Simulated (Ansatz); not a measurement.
## KCl: zone-centre modes at 1 GPa

The calculation used DFT PBEsol, scalar-relativistic, plane waves, PAW in Ansatz. Cutoff 420 eV, 6×6×6 k-points (Γ-centred), fixed occupations. No spin polarisation. Phonons by linear response, acoustic sum rule imposed.

The cell, relaxed at 1 GPa:
```yaml
crystal:
  lattice:
    - [0.00000, 3.07225, 3.07225]
    - [3.07225, 0.00000, 3.07225]
    - [3.07225, 3.07225, 0.00000]
  atoms:
    - { symbol: K, position: [0.00000, 0.00000, 0.00000] }
    - { symbol: Cl, position: [0.50000, 0.50000, 0.50000] }
```

Optical modes at Γ (transverse, no macroscopic field); i marks an imaginary frequency:
| frequency (cm⁻¹) | degeneracy | IR intensity of the level ((D/Å)²/amu) |
| --- | --- | --- |
| 155 | 3 | 4.65 |

All 3 optical modes at Γ are real: no displacement of atoms at fixed cell lowers the energy to second order. Strains and modes at other wave vectors aren't tested by this run.

```json
{
 "Electronic dielectric constant ε∞ (principal values)": "2.44",
 "Static dielectric constant ε0 (principal values)": "4.8",
 "Refractive index √ε∞, mean": "1.56",
 "Kohn–Sham gap on the mesh": "5.26 eV",
 "Cost": "16 s on 1 thread of Arm Neoverse N1, on a shared host, peak memory 0.4 GiB"
}
```

Born effective charges (e):
```csv
atom,Z*xx,Z*yy,Z*zz,mean
K (atom 1),1.12,1.12,1.12,1.12
Cl (atom 2),-1.12,-1.12,-1.12,-1.12
```